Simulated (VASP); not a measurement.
Write the native input for VASP 6.6.1 that does the following.

* Task: band structure
* Functional: BLYP
* Potentials or basis: VASP PAW PBE potentials, release 64 (Al)
* Cutoff: 520 eV
* k mesh: 11 × 11 × 11
* Occupations: fermi-dirac, width 0.05 eV
* Spin: no spin polarisation
* Further INCAR settings: ALGO = Fast; EDIFF = 1e-06; NBANDS = 8

Al:

```
Al
1.0
     0.00000    2.02481    2.02481
     2.02481    0.00000    2.02481
     2.02481    2.02481    0.00000
Al
1
Direct
  0.00000 0.00000 0.00000
```

One way to write it, as run:

POSCAR

```
Al
1.0
    0.0000000000      2.0248050000      2.0248050000
    2.0248050000      0.0000000000      2.0248050000
    2.0248050000      2.0248050000      0.0000000000
Al
1
Direct
    0.0000000000      0.0000000000      0.0000000000
```

INCAR.step1

```
SYSTEM = Al
AGGAC    = 1.0          
AGGAX    = 1.0          
ALDAC    = 0.0          
ALDAX    = 1.0          
ALGO     = Fast           ! electronic algorithm
EDIFF    = 1E-6           ! SCF threshold, eV
ENCUT    = 520            ! plane-wave cutoff, eV
GGA      = B5             ! functional
ISIF     = 2              ! what is computed and relaxed
ISMEAR   = -1             ! smearing method
LASPH    = .TRUE.         ! aspherical terms in the spheres
LCHARG   = .TRUE.         ! write CHGCAR
LREAL    = .FALSE.        ! projectors in reciprocal space
LWAVE    = .FALSE.        ! write WAVECAR
NBANDS   = 8              ! bands
NELM     = 80             ! most SCF steps
PREC     = Accurate       ! precision mode
SIGMA    = 0.05           ! smearing width, eV
```

KPOINTS.step1

```
k-points
0
G
  11 11 11
  0 0 0
```

INCAR.step2

```
SYSTEM = Al
AGGAC    = 1.0          
AGGAX    = 1.0          
ALDAC    = 0.0          
ALDAX    = 1.0          
ALGO     = Fast           ! electronic algorithm
EDIFF    = 1E-6           ! SCF threshold, eV
ENCUT    = 520            ! plane-wave cutoff, eV
GGA      = B5             ! functional
ICHARG   = 11             ! starting density
ISIF     = 2              ! what is computed and relaxed
ISMEAR   = 0              ! smearing method
LASPH    = .TRUE.         ! aspherical terms in the spheres
LCHARG   = .FALSE.        ! write CHGCAR
LREAL    = .FALSE.        ! projectors in reciprocal space
LWAVE    = .FALSE.        ! write WAVECAR
NBANDS   = 8              ! bands
NELM     = 80             ! most SCF steps
PREC     = Accurate       ! precision mode
SIGMA    = 0.05           ! smearing width, eV
```

KPOINTS.step2

```
path GXWKGLUWLK,UX
20
line-mode
reciprocal
 0.0000000000  0.0000000000  0.0000000000  G
 0.5000000000  0.0000000000  0.5000000000  X

 0.5000000000  0.0000000000  0.5000000000  X
 0.5000000000  0.2500000000  0.7500000000  W

 0.5000000000  0.2500000000  0.7500000000  W
 0.3750000000  0.3750000000  0.7500000000  K

 0.3750000000  0.3750000000  0.7500000000  K
 0.0000000000  0.0000000000  0.0000000000  G

 0.0000000000  0.0000000000  0.0000000000  G
 0.5000000000  0.5000000000  0.5000000000  L

 0.5000000000  0.5000000000  0.5000000000  L
 0.6250000000  0.2500000000  0.6250000000  U

 0.6250000000  0.2500000000  0.6250000000  U
 0.5000000000  0.2500000000  0.7500000000  W

 0.5000000000  0.2500000000  0.7500000000  W
 0.5000000000  0.5000000000  0.5000000000  L

 0.5000000000  0.5000000000  0.5000000000  L
 0.3750000000  0.3750000000  0.7500000000  K

 0.6250000000  0.2500000000  0.6250000000  U
 0.5000000000  0.0000000000  0.5000000000  X
```

Potentials or basis: VASP PAW PBE potentials, release 64 (Al).

Run with:

```console
$ cat potpaw_PBE.64/Al/POTCAR > POTCAR
$ cp INCAR.step1 INCAR
$ cp KPOINTS.step1 KPOINTS
$ mpirun -np 1 vasp_std > vasp.out
$ cp INCAR.step2 INCAR
$ cp KPOINTS.step2 KPOINTS
$ mpirun -np 1 vasp_std > vasp.out
```

It gave:

```
Band gap along the path : none (metal or under the smearing width)
```

Caveat: the log is that of the step along the path at fixed density, whose energy, stress, charges and moments have no meaning.

It took 13 s on 1 thread of Intel(R) Xeon(R) Platinum 8488C (Sapphire Rapids), on a shared host, peak memory 0.14 GiB.
